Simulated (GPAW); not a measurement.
# A GW chain in GPAW: GaAs (F-43m)

How does a plane-wave GW calculation on GaAs (F-43m) run from the first input to the gap?

Calculated with GPAW 26.7.0; PBE and many-body steps on it, plane waves.

**What was measured.**

- Gap 1.51 eV: band-edge emission energy from PL (direct gap at Gamma); photoluminescence, 633 nm excitation; 77 K; bulk crystal (MBE GaAs matrix around a thin InAs wetting layer on semi-insulating GaAs (100)) (“Photoluminescence of InAs/GaAs quantum dots under direct two-photon excitation”, 2020, pmc:7331710).

- Gap 1.42 eV: band-edge photoluminescence emission energy of the GaAs substrate; time-integrated photoluminescence; 300 K; bulk crystal ((001) GaAs substrate beneath GaBiAs epilayers) (“Investigation of the anisotropic electron g factor as a probe of the electronic structure of GaBixAs1-x/GaAs epilayers”, 2014, arxiv:1409.8467).

- Gap 1.418 ± 0.005 eV: direct gap E0 at Gamma from PR; modulated photoreflectance, low-field lineshape fit; 300 K; bulk crystal (semi-insulating GaAs(001) reference substrate) (“Evidence of valence band perturbations in GaAsN/GaAs(001): A combined variable-angle spectroscopic ellipsometry and modulated photoreflectance investigation”, 2008, arxiv:0805.2212).

- Gap 1.412 ± 0.01 eV: direct gap E0 at Gamma from ellipsometry; variable-angle spectroscopic ellipsometry, parametric critical-point fit; 300 K; bulk crystal (semi-insulating GaAs(001) reference substrate with native oxide) (“Evidence of valence band perturbations in GaAsN/GaAs(001): A combined variable-angle spectroscopic ellipsometry and modulated photoreflectance investigation”, 2008, arxiv:0805.2212).

This is a report of a sequence of runs, with most program output left out.

### Step 1. Starting point

Symmetry: F-43m, No. 216, cubic system. The conventional cell has a = 5.654 Å, b = 5.654 Å, c = 5.654 Å, α = 90.00°, β = 90.00°, γ = 90.00°. Nearest to Ga lie 4 As at 2.45 Å. As has 4 Ga at 2.45 Å nearest. Farther neighbours are not listed.

Coordinates:

```
Ga As
1.0
     0.00000    2.82685    2.82685
     2.82685    0.00000    2.82685
     2.82685    2.82685    0.00000
Ga As
1 1
Direct
  0.00000 0.00000 0.00000
  0.25000 0.25000 0.25000
```

The cell and positions come from the Crystallography Open Database and are kept as given unless a step says otherwise.

### Step 2. Ground state

This step: GPAW 26.7.0; DFT, PBE, plane waves, PAW.

The ground-state density comes first.

Contents of run.py:

```python
import json
import numpy as np
from gpaw.mpi import world
from ase import Atoms
from gpaw import GPAW, PW, FermiDirac

atoms = Atoms(['Ga', 'As'],
    cell=[[0.0000000000, 2.8268500000, 2.8268500000],
      [2.8268500000, 0.0000000000, 2.8268500000],
      [2.8268500000, 2.8268500000, 0.0000000000]],
    scaled_positions=[[0.0000000000, 0.0000000000, 0.0000000000],
      [0.2500000000, 0.2500000000, 0.2500000000]],
    pbc=(True, True, True))
calc = GPAW(mode=PW(450),
    xc='PBE',
    kpts={'size': (8, 8, 8), 'gamma': True},
    occupations=FermiDirac(0.001),
    nbands=-7,
    convergence={'density': 1e-6, 'bands': -3},
    maxiter=100,
    txt='gs.txt')
atoms.calc = calc
res = {'energy': atoms.get_potential_energy()}
kpts = calc.get_ibz_k_points()
res['kpts'] = kpts
res['eigenvalues'] = [calc.get_eigenvalues(kpt=k) for k in range(len(kpts))]
res['n_electrons'] = calc.get_number_of_electrons()
calc.write('gs.gpw')

if world.rank == 0:
    with open('result.json', 'w') as f:
        json.dump(res, f, default=lambda x: x.tolist())
```

The run is started by

```console
mpirun -n 4 gpaw python run.py
```

Run time: 4.4 s. Hardware: 4 MPI ranks of Arm Neoverse V1, shared host; peak memory 0.58 GiB.

This step gave:

```
total energy               : -8.228 eV
gap                        : 0.5868 eV
k of the valence top       : 0, 0, 0
k of the conduction bottom : 0, 0, 0
least direct gap           : 0.5868 eV
```

The gap is direct, at Γ.

### Step 3. Bands along the symmetry lines

Levels along a band path, at the cheap level, show where the edges lie and whether the meshes to come will hold them.

Contents of run.py:

```python
import json
import numpy as np
from gpaw.mpi import world
from gpaw import GPAW

path = [[0.000000, 0.000000, 0.000000],
    [-0.062500, -0.062500, 0.000000],
    [-0.125000, -0.125000, 0.000000],
    [-0.187500, -0.187500, 0.000000],
    [-0.250000, -0.250000, 0.000000],
    [-0.312500, -0.312500, 0.000000],
    [-0.375000, -0.375000, 0.000000],
    [-0.437500, -0.437500, 0.000000],
    [-0.500000, -0.500000, 0.000000],
    [-0.484375, -0.484375, 0.031250],
    [-0.468750, -0.468750, 0.062500],
    [-0.453125, -0.453125, 0.093750],
    [-0.437500, -0.437500, 0.125000],
    [-0.421875, -0.421875, 0.156250],
    [-0.406250, -0.406250, 0.187500],
    [-0.390625, -0.390625, 0.218750],
    [-0.375000, -0.375000, 0.250000],
    [-0.375000, 0.000000, 0.375000],
    [-0.328125, 0.000000, 0.328125],
    [-0.281250, 0.000000, 0.281250],
    [-0.234375, 0.000000, 0.234375],
    [-0.187500, 0.000000, 0.187500],
    [-0.140625, 0.000000, 0.140625],
    [-0.093750, 0.000000, 0.093750],
    [-0.046875, 0.000000, 0.046875],
    [0.000000, 0.000000, 0.000000],
    [0.000000, 0.000000, 0.062500],
    [0.000000, 0.000000, 0.125000],
    [0.000000, 0.000000, 0.187500],
    [0.000000, 0.000000, 0.250000],
    [0.000000, 0.000000, 0.312500],
    [0.000000, 0.000000, 0.375000],
    [0.000000, 0.000000, 0.437500],
    [-0.000000, -0.000000, 0.500000],
    [-0.062500, -0.031250, 0.468750],
    [-0.125000, -0.062500, 0.437500],
    [-0.187500, -0.093750, 0.406250],
    [-0.250000, -0.125000, 0.375000],
    [-0.312500, -0.156250, 0.343750],
    [-0.375000, -0.187500, 0.312500],
    [-0.437500, -0.218750, 0.281250],
    [-0.500000, -0.250000, 0.250000],
    [-0.500000, -0.281250, 0.218750],
    [-0.500000, -0.312500, 0.187500],
    [-0.500000, -0.343750, 0.156250],
    [-0.500000, -0.375000, 0.125000],
    [-0.500000, -0.406250, 0.093750],
    [-0.500000, -0.437500, 0.062500],
    [-0.500000, -0.468750, 0.031250],
    [-0.500000, -0.500000, 0.000000]]
calc = GPAW('gs.gpw').fixed_density(kpts=path,
    symmetry='off',
    nbands=14,
    convergence={'bands': 10},
    txt='bands.txt')
res = {}
kpts = calc.get_ibz_k_points()
res['kpts'] = kpts
res['eigenvalues'] = [calc.get_eigenvalues(kpt=k) for k in range(len(kpts))]
res['n_electrons'] = calc.get_number_of_electrons()

if world.rank == 0:
    with open('result.json', 'w') as f:
        json.dump(res, f, default=lambda x: x.tolist())
```

The run is started by

```console
mpirun -n 4 gpaw python run.py
```

Run time: 4.4 s. Hardware: 4 MPI ranks; peak memory 0.61 GiB.

This step gave:

```yaml
gap: 0.5868 eV
k_of_the_valence_top: 0, 0, 0
k_of_the_conduction_bottom: 0, 0, 0
least_direct_gap: 0.5868 eV
```

The gap is 0.587 eV, as in the run before at this level.

The electronic bands at the labelled points (eV, zero at the top of the highest filled band; v1 is the highest filled band, c1 the lowest empty one):

| point | v4 | v3 | v2 | v1 | c1 | c2 | c3 | c4 |
| --- | --- | --- | --- | --- | --- | --- | --- | --- |
| Γ | -12.70 | 0.00 | 0.00 | 0.00 | 0.59 | 3.77 | 3.77 | 3.77 |
| halfway | -11.83 | -4.09 | -1.69 | -1.69 | 2.01 | 3.31 | 6.66 | 6.66 |
| X | -10.34 | -6.79 | -2.66 | -2.66 | 1.48 | 1.68 | 10.22 | 10.22 |
| halfway | -10.33 | -6.74 | -3.19 | -2.56 | 1.67 | 2.60 | 9.26 | 9.46 |
| U | -10.39 | -6.59 | -3.85 | -2.25 | 1.98 | 4.68 | 8.01 | 8.11 |
| jump to K | -10.39 | -6.59 | -3.85 | -2.25 | 1.98 | 4.68 | 8.01 | 8.11 |
| halfway | -11.76 | -4.55 | -2.44 | -0.68 | 2.74 | 4.80 | 4.85 | 5.68 |
| Γ | -12.70 | 0.00 | 0.00 | 0.00 | 0.59 | 3.77 | 3.77 | 3.77 |
| halfway | -12.06 | -4.14 | -0.68 | -0.68 | 1.50 | 4.64 | 4.64 | 6.00 |
| L | -11.06 | -6.61 | -1.13 | -1.13 | 1.05 | 4.67 | 4.67 | 7.79 |
| halfway | -10.73 | -6.45 | -3.22 | -1.93 | 3.07 | 4.20 | 6.39 | 7.73 |
| W | -10.30 | -6.59 | -3.54 | -3.33 | 4.67 | 4.75 | 5.46 | 6.08 |
| halfway | -10.32 | -6.69 | -3.14 | -3.03 | 2.58 | 2.79 | 8.19 | 8.40 |
| X | -10.34 | -6.79 | -2.66 | -2.66 | 1.48 | 1.68 | 10.22 | 10.22 |

### Step 4. Empty states on the mesh, 6×6×6 mesh, 247 bands

The sums over transitions need many empty states on a uniform mesh; this step solves for them.

Contents of run.py:

```python
import json
import numpy as np
from gpaw.mpi import world
from gpaw import GPAW

calc = GPAW('gs.gpw').fixed_density(kpts={'size': (6, 6, 6), 'gamma': True},
    parallel={'domain': 1, 'band': 1},
    txt='nscf.txt')
calc.diagonalize_full_hamiltonian(nbands=247)
calc.write('full.gpw', mode='all')
res = {}
kpts = calc.get_ibz_k_points()
res['kpts'] = kpts
res['eigenvalues'] = [calc.get_eigenvalues(kpt=k) for k in range(len(kpts))]
res['n_electrons'] = calc.get_number_of_electrons()

if world.rank == 0:
    with open('result.json', 'w') as f:
        json.dump(res, f, default=lambda x: x.tolist())
```

The run is started by

```console
mpirun -n 4 gpaw python run.py
```

Run time: 8 s. Hardware: 4 MPI ranks; peak memory 0.94 GiB.

This step gave:

```yaml
gap: 0.5868 eV
k_of_the_valence_top: 0, 0, 0
k_of_the_conduction_bottom: 0, 0, 0
least_direct_gap: 0.5868 eV
k_points_computed: 16
lowest_point_of_the_top_converged_band_above_the_valence_top: 161.0810 eV
```

On this mesh the gap is 0.587 eV.

### Step 5. Screening and self-energy, 6×6×6 mesh, 237 bands, screening to 175 eV

Now the one-shot GW correction: screening in the RPA, then the self-energy of the levels asked for.

This step: G0W0 on PBE, plane waves, PAW.

Contents of run.py:

```python
import json
import numpy as np
from gpaw.mpi import world
from gpaw.response.g0w0 import G0W0

gw = G0W0('full.gpw',
    filename='gw',
    kpts=[0],
    bands=(2, 6),
    ecut=175,
    nbands=237,
    integrate_gamma='WS',
    ppa=True)
gw.calculate()
res = {mode: {k: v for k, v in r.items() if k != 'sigma_eskwn'}
       for mode, r in gw.all_results.items()}

if world.rank == 0:
    with open('result.json', 'w') as f:
        json.dump(res, f, default=lambda x: x.tolist())
```

The run is started by

```console
mpirun -n 4 gpaw python run.py
```

It took 2.3 min on 4 MPI ranks; peak memory 1.1 GiB; 9.4 min of CPU time.

This step gave:

- G0W0 gap on the points computed: 1.719 eV
- least direct G0W0 gap on the computed points: 1.719 eV
- Z at the valence top: 0.7831
- Z at the conduction bottom: 0.7928
- starting gap on the mesh: 0.5868 eV
- k of the valence top: 0, 0, 0
- k of the conduction bottom: 0, 0, 0

The gap on the mesh goes from 0.59 eV to 1.72 eV, a correction of +1.13 eV.

Limits: finite bands, cutoff and mesh; no spin-orbit coupling; coarse k mesh. v1 is the top filled band, c1 the lowest empty one. The levels before and after the correction (eV, zero at the valence-band top of each column):

```csv
,conduction bottom,valence top
Kohn-Sham,0.59,0.00
G0W0,1.72,0.00
```

```csv
,level,energy (eV)
Kohn-Sham,Γ v2-v1,0.000
Kohn-Sham,Γ c1,0.587
Kohn-Sham,Γ c2,3.774
G0W0,Γ v2-v1,0.000
G0W0,Γ c1,1.719
G0W0,Γ c2,4.476
```

### Step 6. Where the time went

Times are wall times on 4 MPI ranks of Arm Neoverse V1, shared host, good to a factor of about two.

```
                          step     time  share  memory (GiB)
                  ground state    4.4 s    3 %          0.58
bands along the symmetry lines    4.4 s    3 %          0.61
      empty states on the mesh      8 s    5 %          0.94
     screening and self-energy  2.3 min   89 %           1.1
```

### Step 7. Outcome

- PBE gap: 0.59 eV, direct
- G0W0 gap on the mesh: 1.72 eV
- GW settings: 6×6×6 mesh, 237 bands, screening to 175 eV, Godby-Needs plasmon pole
- known limits: not at the basis limit; no spin-orbit coupling; coarse k mesh

G0W0 moves the gap on the mesh from 0.59 eV to 1.72 eV (+1.13 eV), with Z of 0.78 and 0.79 at the edges. Only 1 of the mesh's irreducible points was corrected, so a valley elsewhere could overtake. The dearest step here is «screening and self-energy». Against experiment, by G0W0@PBE: the direct gap of 1.72 eV lies +0.21 eV from the measured 1.51 eV (exciton, 77 K, 2020); the direct gap of 1.72 eV lies +0.30 eV from the measured 1.42 eV (exciton, 300 K, 2014); the direct gap of 1.72 eV lies +0.30 eV from the measured 1.418 ± 0.005 eV (direct, 300 K, 2008); the direct gap of 1.72 eV lies +0.31 eV from the measured 1.412 ± 0.01 eV (direct, 300 K, 2008). An exciton line or allowed optical edge lies below the quasiparticle gap by the binding energy; a forbidden edge can push the onset above it. The calculation has static nuclei and no excitons; a measured gap holds zero-point and thermal motion, which mostly lowers it. Bands and cutoff are finite, so the gap is not at the basis limit. The miss can reach some tenths of an eV and take either sign; the mesh is an error of its own. These stock PAW sets were not made for GW; the filled d or f shell of As and Ga lies in the frozen core, which bears on start and correction. In the G0W0 run levels were corrected at 1 k point alone, so a gap called «on the mesh» is the least over those, and an edge elsewhere would be missed. The 6×6×6 mesh is coarse for this cell, which bears on the long-range parts of exchange and screening. The many-body steps are scalar-relativistic: spin-orbit coupling is not in them.

[Paths, hosts, dates, memory and timing lines, banners, echoed tables and standing remarks are left out of the program output.]

[Logs are printed without paths, hosts, clocks, repeated set-up lines and the standing remarks that a program may print on its own settings, such as how far it seeks lower states.]

[Runs of the session that timed out or met a known fault of the program may be left out.]

[Hosts, paths, dates, database ids (printed as entryN), source tags and the programs' standing remarks are cut or masked in the printed files.]
